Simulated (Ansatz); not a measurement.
# Cs (fcc type): a single-point run

The task is a single-point run on Cs (fcc type).

Computed with Ansatz 0.2.0 (DFT, LDA, all-electron LAPW, scalar-relativistic, unless a step's input says otherwise).

## Step 1: The structure to begin with

The structure is cubic, space group Fm-3m (No. 225). Conventional cell: a = 6.295 Å, b = 6.295 Å, c = 6.295 Å, α = 90.00°, β = 90.00°, γ = 90.00°. Around Cs (site symmetry m-3m) lie 12 Cs at 4.45 Å.

As a file:

```cif
data_structure
_symmetry_space_group_name_H-M 'P 1'
_symmetry_Int_Tables_number 1
_cell_length_a 4.4515
_cell_length_b 4.4515
_cell_length_c 4.4515
_cell_angle_alpha 60.000
_cell_angle_beta 60.000
_cell_angle_gamma 60.000
_cell_volume 62.37
loop_
_atom_site_label
_atom_site_type_symbol
_atom_site_fract_x
_atom_site_fract_y
_atom_site_fract_z
_atom_site_occupancy
Cs1 Cs 0.00000 0.00000 0.00000 1
```

## Step 2: The run

The input, input.yaml:

```yaml
crystal:
  lattice:
    - [0.0, 3.1476626652, 3.1476626652]
    - [3.1476626652, 0.0, 3.1476626652]
    - [3.1476626652, 3.1476626652, 0.0]
  atoms:
    - { symbol: Cs, position: [0.0, 0.0, 0.0] }
kpoints:
  mp_grid: { grid: [1, 1, 1] }
scf:
  occupations: { method: fermi_dirac, width: 0.1 }
  max_iter: 100
hamiltonian:
  xc: lda
  pseudopotentials: { kind: all_electron, lapw: { basis_error: 0.001 } }
output:
  forces: true
  stress: true
  eigenvalues: true
  populations: true
```

On the command line:

```console
> ansatz run input.yaml --threads 1 --pin off --max-ram 2048MiB --backend cpu --events-out ev --progress --plain --runs-dir out
```

What happens when this is run?

The run converged and reported no error. It gives a pressure of 15 GPa, which is large; a structure far from rest gives such values too, whatever the setting.

Look at the input: kpoints.mp_grid.grid is [1, 1, 1]. Band dispersion is ignored when only one k-point is used.

Run again and compare: set kpoints.mp_grid.grid to [10, 10, 10].
